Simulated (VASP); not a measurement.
Here is a VASP 6.6.1 calculation.

POSCAR

```
AlN                                     
1.0
    0.0000000000      2.1882972140      2.1882972140
    2.1882972140      0.0000000000      2.1882972140
    2.1882972140      2.1882972140      0.0000000000
  Al              N             
     1     1
Direct
     0.0000000000000000    0.0000000000000000    0.0000000000000000
     0.7500000000000000    0.7500000000000000    0.7500000000000000
```

File INCAR.step1:

```
PREC = Accurate ; ENCUT = 520
EDIFF = 1E-5 ; ISMEAR = 0
SIGMA = 0.03 ; LREAL = F
LASPH = T ; NELM = 80
ALGO = Normal ; ISIF = 2
LWAVE = T ; LCHARG = F
NBANDS = 11 ; KPAR = 4
GGA = PE
```

File INCAR.step2:

```
PREC = Accurate ; ENCUT = 520
EDIFF = 1E-6 ; ISMEAR = 0
SIGMA = 0.03 ; LREAL = F
LASPH = T ; NELM = 80
ALGO = Normal ; ISIF = 2
LWAVE = F ; LCHARG = F
GGA = PE ; LHFCALC = T
HFSCREEN = 0.2 ; PRECFOCK = Fast
NBANDS = 11 ; KPAR = 4
ISTART = 1
```

The input KPOINTS:

```
regular mesh
0
Gamma
  6 6 6
```

KPOINTS_OPT

```
explicit points
6
Reciprocal
 0.0000000000  0.0000000000  0.0000000000 1
 0.3750000000  0.3750000000  0.7500000000 1
 0.5000000000  0.5000000000  0.5000000000 1
 0.6250000000  0.2500000000  0.6250000000 1
 0.5000000000  0.2500000000  0.7500000000 1
 0.5000000000  0.0000000000  0.5000000000 1
```

Potentials or basis: VASP PAW PBE potentials, release 64 (Al, N).

The run is started by

```console
$ cat potpaw_PBE.64/Al/POTCAR potpaw_PBE.64/N/POTCAR > POTCAR
$ cp INCAR.step1 INCAR
$ mpirun -np 4 vasp_std > vasp.out
$ cp INCAR.step2 INCAR
$ mpirun -np 4 vasp_std > vasp.out
```

(1) Estimate the band gap along the path.

(2) Estimate the band gap on the k mesh.

(3) Estimate the pressure.

Answers

(1) 4.57 eV, indirect (least direct gap 5.52 eV).

(2) 4.57 eV, indirect (least direct gap 5.52 eV).

(3) -1.8 GPa.

Caveat: the PAW data sets were made with another functional, which shifts forces and pressure a little.
